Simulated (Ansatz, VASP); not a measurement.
# Two plane-wave programs on ZnSe (Stilleite)

```xyz
2
Lattice="0.0000 2.8338 2.8338 2.8338 0.0000 2.8338 2.8338 2.8338 0.0000" Properties=species:S:1:pos:R:3 pbc="T T T"
Se    4.2507    4.2507    4.2507
Zn    0.0000    0.0000    0.0000
```

Alike in both runs: task single point; functional PBE; k mesh 8 × 8 × 8; occupations fermi-dirac, width 0.05 eV; no spin polarisation.

```csv
,VASP,Ansatz
version,VASP 6.6.1,Ansatz 0.2.0
potentials or method,"VASP PAW PBE potentials, release 64 (Se, Zn)",Ansatz PAW soft_1
plane-wave cutoff (eV),520,420
valence electrons in the cell,18,28
```

VASP gave:

```
gap on the k mesh at the Fermi level (eV) : 1.29
least direct gap on the mesh (eV)         : 1.29
pressure (GPa)                            : 2.3
```

Problem. What did Ansatz give for the same quantities?

Solution. gap on the k mesh at the Fermi level (eV): 1.28; least direct gap on the mesh (eV): 1.28; pressure (GPa): 2.1.

The two sets of potentials don't hold the same shells in valence.

As with any semilocal functional, this PBE gap is likely too small.
